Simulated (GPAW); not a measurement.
Consider S on a Se site in Cu2Se.

```xyz
18
Lattice="2.9010 5.8020 2.9010 5.8020 -2.9010 -2.9010 -2.9010 5.8020 -2.9010" Properties=species:S:1:pos:R:3 pbc="T T T"
S     5.8012    8.6977   -2.9001
Se    2.8740    2.9013    0.0156
Se    5.7963    5.8025   -0.0066
Se    2.8949    8.6977   -0.0132
Se    2.9013    5.7931   -2.9256
Se    5.7975    2.8955   -2.9017
Cu    4.2918    4.2811   -4.4060
Cu    4.2789    4.4220    1.5109
Cu    4.3455    1.4659   -1.4370
Cu    1.4557    4.3501   -1.4503
Cu    4.4034    7.3003   -1.5170
Cu    7.3149    4.2743   -1.3798
Cu   -1.5106    4.4139   -1.5176
Cu    1.4527    7.2491   -1.4553
Cu    1.5154    4.2690   -4.4228
Cu    1.3778    1.3811   -1.3784
Cu    4.3462    4.3455   -1.4423
Cu    7.3185    1.5278   -1.3644
```

Absorber: atom 1, with 1 Cu at 2.38 Å, 4 Cu at 2.39 Å, 1 Cu at 2.40 Å and 2 Cu at 2.41 Å (cubic; the defect atom itself). Method: GPAW, PBE, excited-electron core hole (neutral cell), 18-atom cell with 7.1 Å between holes, 3×3×3 k points, dipole transitions, Gaussian full width 0.9 eV up to 4 eV, rising linearly to 3.5 eV at 25 eV.

**Question.** Where do the maxima of the S K edge fall?

Main maxima up to 24 eV above the zero (height): 1.2 eV (1.30), 3.5 eV (2.88), 6.8 eV (1.05), 12.3 eV (1.12) and 23.1 eV (0.85). A K edge sees empty p states on the absorber. The total-energy difference is 2484.49 eV. One term is added: -16.94 eV, since the hole is spin-paired here and a spin-polarised one costs that much less in the free atom (computed apart). The photon energy is then 2467.55 eV. The functional leaves an error of a few eV in such absolute values.

The S K spectrum (energy from the lowest empty level; intensity scaled to a mean of 1 over the first 20 eV):

| E (eV) | isotropic | ε ∥ x | ε ∥ y |
| --- | --- | --- | --- |
| -2.0 | 0.00 | 0.00 | 0.00 |
| -1.0 | 0.00 | 0.01 | 0.00 |
| 0.0 | 0.40 | 0.40 | 0.39 |
| 1.0 | 1.22 | 1.29 | 1.12 |
| 2.0 | 1.06 | 1.08 | 1.04 |
| 3.0 | 2.52 | 2.42 | 2.74 |
| 4.0 | 2.16 | 2.22 | 2.04 |
| 5.0 | 1.11 | 1.21 | 0.89 |
| 6.0 | 0.97 | 0.87 | 1.16 |
| 7.0 | 1.03 | 1.07 | 0.97 |
| 8.0 | 0.72 | 0.71 | 0.75 |
| 9.0 | 0.63 | 0.64 | 0.61 |
| 10.0 | 0.58 | 0.56 | 0.61 |
| 11.0 | 0.81 | 0.82 | 0.79 |
| 12.0 | 1.11 | 1.12 | 1.09 |
| 13.0 | 1.04 | 1.03 | 1.07 |
| 14.0 | 0.89 | 0.90 | 0.87 |
| 15.0 | 0.78 | 0.78 | 0.79 |
| 16.0 | 0.69 | 0.68 | 0.71 |
| 17.0 | 0.65 | 0.66 | 0.61 |
| 18.0 | 0.66 | 0.68 | 0.63 |
| 19.0 | 0.70 | 0.69 | 0.71 |
| 20.0 | 0.71 | 0.71 | 0.73 |
| 21.0 | 0.74 | 0.74 | 0.74 |
| 22.0 | 0.80 | 0.79 | 0.81 |
| 23.0 | 0.85 | 0.85 | 0.86 |
| 24.0 | 0.82 | 0.82 | 0.81 |
| 25.0 | 0.72 | 0.72 | 0.72 |

The cell shows no gap over 0.35 eV; the host's own band filling, the defect's levels or the functional may be the cause. In so small a cell the defects form an ordered array, and no site is far from one. The mesh is coarse (0.36 Å⁻¹ between points), so small maxima may be mesh ripples. Lifetime broadening is put in by hand, and intensities beyond about 20 eV depend on it and on the partial waves.

[Banner, clock and machine lines of the logs are left out without a mark of their own.]

[Logs are printed without paths, hosts, clocks, repeated set-up lines and the standing remarks that a program may print on its own settings, such as how far it seeks lower states.]

[Hosts, paths, dates, database ids (printed as entryN), source tags and the programs' standing remarks are cut or masked in the printed files.]

[Lists of maxima count a maximum above −3 eV only where it reaches 4 % of the highest in the window and stands out from its surroundings by 2 % of it (1.5 % where it reaches 55 %); shoulders and weaker maxima are passed over, and of the rest the first, up to two pre-edge ones and the few strongest are named.]
